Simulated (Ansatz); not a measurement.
BaF$_{2}$ (fluorite, space group No. 225), r²SCAN in the plane-wave PAW code Ansatz: ε∞ = 2.27, cell volume 59.44 Å³. Infrared-active transverse modes:

```tsv
ω_TO (cm⁻¹)	oscillator strength S_xx (e²/amu)
184.8	0.2239
```

### Question
Compute the static dielectric constant.

### Answer
Each mode adds (4.921e7/V) S/ω²: 5.43. So ε0 = 7.70.

### Question
What LO frequency does the Lyddane–Sachs–Teller relation give?

### Answer
ω_LO = ω_TO √(ε0/ε∞) = 340 cm⁻¹.

Space group Fm-3m (fluorite). The cell was relaxed with r²SCAN under the symmetry of its start. Scalar-relativistic: spin–orbit coupling is off unless named, which matters more the heavier the elements.

Potentials: the earlier of the program's two PAW sets. The files were generated under PBE; for other functionals the program regenerates the frozen cores, and for LDA and PBEsol the local potential too.
